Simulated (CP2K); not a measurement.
# Al under changes of volume

One of the cells (16.603 Å³/atom); the others are scaled copies at fixed shape and fractional positions:

```
Al
1.0
     2.86351    0.00000    0.00000
     1.43175    2.47987    0.00000
     1.43175    0.82662    2.33804
Al
1
Direct
  0.00000 0.00000 0.00000
```

```yaml
Program: CP2K 2026.2
Functional: LDA
Potentials_or_basis: GTH_POTENTIALS Al GTH-PADE-q3; TZVP-MOLOPT-PBE-GTH basis
Density_cutoff: 6123 eV
k_mesh: 11 × 11 × 11
Occupations: fermi-dirac, width 0.0259 eV
Spin: no spin polarisation
```

```tsv
volume (Å³/atom)	energy over the lowest point (meV/atom)	pressure (GPa)
15.607	0.00	0.4
15.939	0.94	-1.3
16.271	5.27	-2.9
16.603	12.64	-4.3
16.935	22.75	-5.5
17.267	35.33	-6.6
17.599	?	?
```

Question: What does the run at 17.599 Å³/atom give?

Answer: Energy over the lowest point 50.10 meV/atom; pressure -7.6 GPa.

Worked out: A Birch-Murnaghan fit of order 3 (a polynomial in V^(-2/3)) to the other rows has its minimum at 15.69 Å³/atom with B0 = V·E''(V) = 84 GPa and B' = 4.0. It gives 50.13 meV/atom at 17.599 Å³/atom, against the run's 50.10, and -dE/dV = -7.6 GPa, against -7.6.

Energies are extrapolated to zero smearing.

Caveats: the basis of atomic orbitals isn't converged, which shifts pressures, moduli and gaps.
